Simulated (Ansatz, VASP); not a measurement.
Given: the input of a run of Ansatz 0.2.0 on Al2Cu.

The input input.yaml:

```yaml
crystal:
  lattice:
    - [-2.0570555311, 2.0570555311, 2.8886126973]
    - [2.0570555311, -2.0570555311, 2.8886126973]
    - [2.0570555311, 2.0570555311, -2.8886126973]
  atoms:
    - { symbol: Cu, position: [0.5, 0.5, 0.0] }
    - { symbol: Al, position: [0.25, 0.75, 0.5] }
    - { symbol: Al, position: [0.75, 0.25, 0.5] }
kpoints:
  mp_grid: { grid: [9, 9, 9] }
scf:
  occupations: { method: fermi_dirac, width: 0.05 }
hamiltonian:
  xc: lda
  pseudopotentials: { kind: all_electron, lapw: { basis_error: 0.002 } }
output:
  forces: true
  stress: true
  eigenvalues: true
```

Potentials or basis: all-electron LAPW, scalar-relativistic.

Command:

```bash
$ ansatz run input.yaml --threads 2 --pin off --max-ram 8192MiB --backend cpu --events-out ev --progress --plain --runs-dir out
```

Problem. Translate it to VASP 6.6.1. Potentials there: VASP PAW LDA potentials, release 64 (Cu, Al).

Solution. As run (the cutoff follows the program's own potentials):

File INCAR:

```
SYSTEM = Al2Cu
PREC     = Accurate       ! precision mode
ENCUT    = 520            ! plane-wave cutoff, eV
EDIFF    = 1E-6           ! SCF threshold, eV
ISMEAR   = -1             ! smearing method
SIGMA    = 0.05           ! smearing width, eV
LREAL    = .FALSE.        ! projectors in reciprocal space
LASPH    = .TRUE.         ! aspherical terms in the spheres
NELM     = 60             ! most SCF steps
ALGO     = Normal         ! electronic algorithm
ISIF     = 2              ! what is computed and relaxed
LWAVE    = .FALSE.        ! write WAVECAR
LCHARG   = .FALSE.        ! write CHGCAR
NBANDS   = 16             ! bands
```

The input KPOINTS:

```
regular mesh
0
G
  9 9 9
  0 0 0
```

POSCAR

```
Al2Cu
1.0
   -2.0570555311      2.0570555311      2.8886126973
    2.0570555311     -2.0570555311      2.8886126973
    2.0570555311      2.0570555311     -2.8886126973
Cu Al
1 2
Direct
    0.5000000000      0.5000000000      0.0000000000
    0.2500000000      0.7500000000      0.5000000000
    0.7500000000      0.2500000000      0.5000000000
```

Potentials or basis: VASP PAW LDA potentials, release 64 (Cu, Al).

Run with:

```console
$ cat potpaw_LDA.64/Cu/POTCAR potpaw_LDA.64/Al/POTCAR > POTCAR
$ mpirun -np 1 vasp_std > vasp.out
```

Both were run:

|  | VASP | Ansatz | Ansatz less VASP |
| --- | --- | --- | --- |
| gap on the k mesh at the Fermi level (eV) | none | none | - |
| pressure (GPa) | -6.3 | -6.6 | -0.28 |
| largest component of the traceless stress (GPa) | 0.11 | 0.11 | +0.001 |

A gap of «none» marks a metal or a gap that the smearing closes. Ansatz ran all-electron here, so the differences hold the error of VASP's frozen core and of both bases.
